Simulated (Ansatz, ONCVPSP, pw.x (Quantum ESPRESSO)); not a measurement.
**Equation-of-state test of one ONCV potential (tin)**

```
Element                 : Sn
Generator               : ONCVPSP 4.0.1.1 (patched build)
Type                    : optimised norm-conserving Vanderbilt (ONCV)
Functional              : PBE
Relativity              : scalar-relativistic
Frozen core             : [Ar] 3d10
Valence charge          : 22
Reference configuration : 4s2 4p6 4d10 5s2 5p2
Partial waves           : 4s+5s: rc 1.20 bohr, ncon 4, nbas 7, qcut 11.8 1/bohr, 2 projectors; 4p+5p: rc 1.30 bohr, ncon 3, nbas 6, qcut 8.5 1/bohr, 2 projectors; 4d: rc 1.65 bohr, ncon 5, nbas 10, qcut 11.5 1/bohr, 1 projector
Local potential         : polynomial inside 0.95 bohr (lpopt 5, dvloc0 -1 Ha)
Core correction         : none
```

Crystal test: bcc Sn in pw.x 7.5, no spin, 12³ k-points, Fermi–Dirac smearing 0.01 Ry, cutoffs 125/500 Ry. The reference is all-electron LAPW (Ansatz 0.2.0) with the same functional, mesh and smearing; V0 and B0 come from Birch–Murnaghan fits to the pressures at five volumes. Errors are pseudo minus all-electron; Δ is the rms difference of the E(V) curves that follow from these fits, minima aligned, over ±6 % about the mean V0. Mesh and smearing are coarse, so the numbers serve the comparison and aren't converged zero-temperature values; the lattice is a test structure that the element need not adopt.

All-electron: a0 = 3.809 Å (V0 = 27.63 Å³/atom), B0 = 46.7 GPa.

Task: How far does the potential miss the all-electron equation of state?

Result: mean pressure error (GPa): +0.14; a0 (Å): 3.813; a0 error (%): +0.10; B0 error (%): -0.5; Δ (meV/atom): 0.9. Atomic configuration tests: 1 of 4 tests not solved or not reliable.

```tsv
V (Å³/atom)	P all-electron (GPa)	P pseudo (GPa)
26.399	2.38	2.54
27.093	0.96	1.12
27.788	-0.26	-0.11
28.483	-1.32	-1.18
29.177	-2.23	-2.11
```

Task: At the middle volume, how do free energy and pressure move when the wave cutoff is lowered (ecutrho kept at four times it)?

Result:

```tsv
cutoff (Ry)	shift of F (meV/atom)	shift of P (GPa)
56	+9859.0	-230.47
75	+1086.6	-39.11
100	+34.0	-2.00
```

The run at the middle volume (72 k-points, 7 iterations) took about 2.7 min on one core of a shared host (Neoverse-N1, 64 threads, 124 GiB, load 54).
